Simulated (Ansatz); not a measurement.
The system is Ti.

```
Ti
1.0
    -1.64100    1.64100    1.64100
     1.64100   -1.64100    1.64100
     1.64100    1.64100   -1.64100
Ti
1
Cartesian
  0.0000 0.0000 0.0000
```

This isn't the form of Ti at room conditions, which is hcp.

| Quantity | Value |
| --- | --- |
| Program | Ansatz 0.2.0 |
| Task | relaxation of cell and atoms |
| Functional | PBE |
| Dispersion | D4 |
| Potentials or basis | all-electron LAPW, scalar-relativistic |
| Basis error allowed | 0.001 eV/atom |
| k mesh | 11 × 11 × 11 |
| Occupations | fermi-dirac, width 0.05 eV |
| Spin | no spin polarisation |

At the start: volume 17.68 Å³/atom.

Where does the relaxation end?

Over 5 steps the energy falls by 10.2 meV/atom and the volume is 16.94 Å³/atom (-4.2 %); space group Im-3m (No. 229, to 0.05 Å).

The path:
```
step  energy change (eV)  largest force (eV/Å)  volume (Å³)
   1              0.0000                0.0000        17.68
   2             -0.0022                0.0000        16.32
   3             -0.0102                0.0000        16.97
   4             -0.0102                0.0000        16.94
   5             -0.0102                0.0000        16.94
```

Final structure:
```xyz
1
Lattice="-1.6178 1.6178 1.6178 1.6178 -1.6178 1.6178 1.6178 1.6178 -1.6178" Properties=species:S:1:pos:R:3 pbc="T T T"
Ti    0.0000    0.0000    0.0000
```
